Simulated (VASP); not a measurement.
# Se (Pm-3m) in VASP: settings compared

Aim: see how the results for Se move with the level of theory and the settings. Levels: r2SCAN, PBE. Tasks: equation of state, band structure.

Program: VASP 6.6.1. These are calculated values, not measurements. Logs are shortened: lines on timing, memory, paths and dates and some standing lists are left out, and cuts for length are marked.

## (1) The structure

Symmetry: Pm-3m, No. 221, cubic system. The conventional cell has a = 2.811 Å, b = 2.811 Å, c = 2.811 Å, α = 90.00°, β = 90.00°, γ = 90.00°. Se (site symmetry m-3m) has 6 Se at 2.81 Å as nearest neighbours.

This isn't the form of Se at room conditions, which is trigonal, of chains.

## (2) Equation of state, r2SCAN

Potentials or basis: VASP PAW PBE potentials, release 64 (Se).

This step only gathers the single runs of the series.

What came out:

```yaml
Equilibrium_volume: 22.42 Å³/atom
Bulk_modulus: 75 GPa
Pressure_derivative_of_the_bulk_modulus: 4.2
```

Energy against volume, from the lowest point:
```tsv
volume (Å³/atom)	energy (meV/atom)
20.869	28.02
21.313	13.51
21.757	4.38
22.201	0.02
22.645	0.00
23.089	3.89
23.533	11.31
```

Caveat: the PAW data sets were made with another functional, which shifts forces and pressure a little.

## (3) Band structure, PBE

The input, POSCAR:

```
Se
1.0
    2.8105630200      0.0000000000      0.0000000000
    0.0000000000      2.8105630200      0.0000000000
    0.0000000000      0.0000000000      2.8105630200
Se
1
Direct
    0.0000000000      0.0000000000      0.0000000000
```

The input, INCAR.step1:

```
  PREC = Accurate
  ENCUT = 600
  EDIFF = 1E-6
  ISMEAR = -1
  SIGMA = 0.05
  LREAL = False
  LASPH = True
  NELM = 100
  ALGO = Normal
  ISIF = 2
  LWAVE = False
  LCHARG = True
  GGA = PE
```

The input, KPOINTS.step1:

```
Automatic mesh
0
Gamma
  9 9 9
```

The input, INCAR.step2:

```
  PREC = Accurate
  ENCUT = 600
  EDIFF = 1E-6
  ISMEAR = 0
  SIGMA = 0.05
  LREAL = False
  LASPH = True
  NELM = 100
  ALGO = Normal
  ISIF = 2
  LWAVE = False
  LCHARG = False
  GGA = PE
  ICHARG = 11
```

The input, KPOINTS.step2:

```
path GXMGRX,MR
15
line-mode
reciprocal
 0.0000000000  0.0000000000  0.0000000000  G
 0.0000000000  0.5000000000  0.0000000000  X

 0.0000000000  0.5000000000  0.0000000000  X
 0.5000000000  0.5000000000  0.0000000000  M

 0.5000000000  0.5000000000  0.0000000000  M
 0.0000000000  0.0000000000  0.0000000000  G

 0.0000000000  0.0000000000  0.0000000000  G
 0.5000000000  0.5000000000  0.5000000000  R

 0.5000000000  0.5000000000  0.5000000000  R
 0.0000000000  0.5000000000  0.0000000000  X

 0.5000000000  0.5000000000  0.0000000000  M
 0.5000000000  0.5000000000  0.5000000000  R
```

Potentials or basis: VASP PAW PBE potentials, release 64 (Se).

On the command line:

```sh
> cat potpaw_PBE.64/Se/POTCAR > POTCAR
> cp INCAR.step1 INCAR
> cp KPOINTS.step1 KPOINTS
> mpirun -np 1 vasp_std > vasp.out
> cp INCAR.step2 INCAR
> cp KPOINTS.step2 KPOINTS
> mpirun -np 1 vasp_std > vasp.out
```

Run time: 4.8 s. Hardware: 1 thread of Intel Xeon 6975P-C (Granite Rapids), shared host; peak memory 0.14 GiB.

Results (log left out):

* Band gap along the path: none (metal or under the smearing width)

Levels at the corners of the path, in eV from the Fermi level:
```
point  band 1  band 2  band 3  band 4  band 5  band 6  band 7
    Γ  -16.19    1.42    1.42    1.42    7.74    7.74    7.96
    X  -14.07   -7.10    2.88    2.88    9.93   11.68   12.61
    X  -14.07   -7.10    2.88    2.88    9.93   11.68   12.61
    M  -11.95   -5.13   -5.13    2.85    4.21   13.50   15.81
    M  -11.95   -5.13   -5.13    2.85    4.21   13.50   15.81
    Γ  -16.19    1.42    1.42    1.42    7.74    7.74    7.96
    Γ  -16.19    1.42    1.42    1.42    7.74    7.74    7.96
    R   -9.77   -3.39   -3.39   -3.39    5.79    5.79    5.79
    R   -9.77   -3.39   -3.39   -3.39    5.79    5.79    5.79
    X  -14.07   -7.10    2.88    2.88    9.93   11.68   12.61
    M  -11.95   -5.13   -5.13    2.85    4.21   13.50   15.81
    R   -9.77   -3.39   -3.39   -3.39    5.79    5.79    5.79
```

Caveat: the log is that of the step along the path at fixed density, whose energy, stress, charges and moments have no meaning.
